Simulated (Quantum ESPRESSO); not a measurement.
The system is Ti2O.

```
Ti O
1.0
     2.91940    0.00000    0.00000
    -1.45970    2.52827    0.00000
     0.00000    0.00000    4.71300
Ti O
2 1
Direct
  0.33333 0.66667 0.72126
  0.66667 0.33333 0.27874
  0.00000 0.00000 0.00000
```

Base run:

```yaml
Program: Quantum ESPRESSO 7.5
Functional: PBEsol
Potentials_or_basis: GBRV 1.5 PBEsol
Cutoff: 612 eV
Density_cutoff: 4898 eV
k_mesh: 10 × 10 × 6
Occupations: fermi-dirac, width 0.05 eV
Spin: no spin polarisation
Hubbard_terms: Ti d U = 1 eV
```

Its results: band gap on the k mesh none (metal or under the smearing width); pressure 6.2 GPa; largest force 1.277 eV/Å.

**Question.** The run is repeated on the same cell with these changes: hubbard terms from Ti d U = 1 eV to Ti d U = 6 eV. What comes out?

**Answer.** Band gap on the k mesh none (metal or under the smearing width); pressure 15.2 GPa; largest force 1.205 eV/Å.

Caveats: U without spin polarisation on a metal has little footing; forces of over 1 eV/Å show positions far from the minimum, so gaps and moduli don't describe the material at rest.
